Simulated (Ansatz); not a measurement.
Runs of Ansatz 0.2.0 on TiO. The structure is hexagonal, space group P6_3/mmc (No. 194). Conventional cell: a = 2.852 Å, b = 2.852 Å, c = 5.568 Å, α = 90.00°, β = 90.00°, γ = 120.00°. Around Ti (site symmetry -6m2) lie 6 O at 2.16 Å. Around O (site symmetry -3m) lie 6 Ti at 2.16 Å. The cell comes from a database or a generator and needn't be the stable form of this composition.

| task | level | cell | k mesh | points for each segment of the path | mesh quality | gap on the mesh (eV) | pressure (GPa) | relaxed volume (Å³/atom) |
| --- | --- | --- | --- | --- | --- | --- | --- | --- |
| relaxation of cell and atoms | PBE0 | relaxed | 6 × 6 × 4 | - | coarse | 0.99 | 0.0 | 9.44 |
| single point | PBE0 | as given | 8 × 8 × 4 | - | not flagged | 0.91 | -8.9 | - |
| relaxation of cell and atoms | HSE06 | relaxed | 6 × 6 × 4 | - | coarse | 0.35 | 0.0 | 9.44 |
| band structure | HSE06 | as given | 8 × 8 × 4 | 4 | not flagged | (a) | -8.9 | - |

Alike in all rows: potentials or basis Ansatz PAW; no spin polarisation; cutoff (eV) 420; smearing fermi-dirac 0.05 eV.

Q: Fill in the values left out.

A: (a) 0.32.

Caveats: some runs use coarse meshes; the PAW data sets come from PBE, with cores solved anew for the run's functional, which leaves a small shift of forces and pressure; the plane-wave basis is chosen anew once the cell has moved, so the energies of steps on either side of that aren't comparable (some runs); the thresholds are loose for stress (some runs).

A k mesh can miss the band edges.
